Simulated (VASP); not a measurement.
Here is a VASP 6.6.1 calculation.

INCAR

```
SYSTEM = MgS
ALGO     = Normal         ! electronic algorithm
EDIFF    = 1E-7           ! SCF threshold, eV
ENCUT    = 520            ! plane-wave cutoff, eV
GGA      = PE             ! functional
ISIF     = 2              ! what is computed and relaxed
ISMEAR   = -1             ! smearing method
LASPH    = .TRUE.         ! aspherical terms in the spheres
LCHARG   = .FALSE.        ! write CHGCAR
LREAL    = .FALSE.        ! projectors in reciprocal space
LWAVE    = .FALSE.        ! write WAVECAR
NBANDS   = 11             ! bands
NELM     = 80             ! most SCF steps
PREC     = Accurate       ! precision mode
SIGMA    = 0.05           ! smearing width, eV
```

KPOINTS

```
k-points
0
G
  9 9 9
  0 0 0
```

File POSCAR:

```
MgS
1.0
    0.0000000000      2.6016500000      2.6016500000
    2.6016500000      0.0000000000      2.6016500000
    2.6016500000      2.6016500000      0.0000000000
Mg S
1 1
Direct
    0.9975020900      0.9968028400      0.0031024100
    0.5024979100      0.5031971600      0.4968975900
```

Potentials or basis: VASP PAW PBE potentials, release 64 (Mg, S).

Command:

```sh
$ cat potpaw_PBE.64/Mg/POTCAR potpaw_PBE.64/S/POTCAR > POTCAR
$ mpirun -np 1 vasp_std > vasp.out
```

Problem. Predict the pressure.

Solution. 0.9 GPa.

Problem. What does it give for the largest force?

Solution. 0.084 eV/Å.

Forces on the atoms (eV/Å):
```
Mg   0.001 -0.009  0.083
S   -0.001  0.009 -0.083
```
